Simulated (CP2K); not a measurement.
## SrO in CP2K: the effect of functional

SrO:

```xyz
2
Lattice="3.6293 0.0000 0.0000 1.8146 3.1431 0.0000 1.8146 1.0477 2.9633" Properties=species:S:1:pos:R:3 pbc="T T T"
Sr    3.6293    2.0954    1.4817
O     0.0000    0.0000    0.0000
```

Alike in all runs:

```yaml
Program: CP2K 2026.2
Task: band structure
k_mesh: 9 × 9 × 9
Occupations: fermi-dirac, width 0.05 eV
Spin: no spin polarisation
```

```tsv
functional	potentials or basis	gap on the mesh (eV)	pressure (GPa)
r2SCAN	POTENTIAL_UZH Sr GTH-SCAN-q10, O GTH-SCAN-q6; TZVP-MOLOPT-SCAN-GTH basis	?	?
LDA	GTH_POTENTIALS Sr GTH-PADE-q10, O GTH-PADE-q6; TZVP-MOLOPT-PBE-GTH basis	3.39	-2.6
PBE	POTENTIAL_UZH Sr GTH-PBE-q10, O GTH-PBE-q6; TZVP-MOLOPT-PBE-GTH basis	3.52	4.7
PBEsol	POTENTIAL_UZH Sr GTH-PBE-q10, O GTH-PBE-q6; TZVP-MOLOPT-PBE-GTH basis	3.45	1.2
RPBE	POTENTIAL_UZH Sr GTH-PBE-q10, O GTH-PBE-q6; TZVP-MOLOPT-PBE-GTH basis	3.61	7.5
revPBE	POTENTIAL_UZH Sr GTH-PBE-q10, O GTH-PBE-q6; TZVP-MOLOPT-PBE-GTH basis	3.59	6.8
BLYP	GTH_POTENTIALS Sr GTH-BLYP-q10, O GTH-BLYP-q6; TZVP-MOLOPT-PBE-GTH basis	3.61	7.5
```

Question: What does the run with functional r2SCAN give?

Answer: gap on the mesh 3.88 eV; pressure 2.9 GPa.

Caveats: the basis of atomic orbitals isn't converged, which shifts pressures, moduli and gaps; the potentials were made for another functional, which shifts forces and pressure (some runs).

A k mesh can miss the band edges.
